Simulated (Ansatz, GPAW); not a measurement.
**CaO: 3 runs at one level of theory**

```xyz
2
Lattice="0.0000 2.4036 2.4036 2.4036 0.0000 2.4036 2.4036 2.4036 0.0000" Properties=species:S:1:pos:R:3 pbc="T T T"
Ca    0.0000    0.0000    0.0000
O     2.4036    2.4036    2.4036
```

The cell is a database's computed one, not the measured one.

Alike in all runs: task single point; functional PBE; k mesh 10 × 10 × 10; occupations gaussian, width 0.03 eV; no spin polarisation; no spin-orbit coupling. Pressure is positive in compression and, in plane waves, holds the error of the finite cutoff, which Ansatz's Pulay term estimates and takes out.

| program and potentials | plane-wave cutoff (eV) | notes | band gap (eV) | pressure (GPa) |
| --- | --- | --- | --- | --- |
| Ansatz, Ansatz PAW | 420 | Pulay term of +0.41 GPa included | 3.66 | 1.61 |
| Ansatz, all-electron LAPW, scalar-relativistic | - | - | 3.65 | 1.60 |
| GPAW, GPAW PAW data sets (gpaw-data 1.2.1) | 800 | - | 3.69 | 2.16 |

The band gap spans 3.65 (Ansatz, all-electron LAPW, scalar-relativistic) to 3.69 eV (GPAW, GPAW PAW data sets (gpaw-data 1.2.1)), with all-electron results at 3.65. The pressure spans 1.60 (Ansatz, all-electron LAPW, scalar-relativistic) to 2.16 GPa (GPAW, GPAW PAW data sets (gpaw-data 1.2.1)), with all-electron results at 1.60. The gap is indirect and read on the mesh alone.

Differences between rows come from potentials, basis sets and numerical settings, since the functional is the same but for its coding. Runs on potential files found faulty are left out.
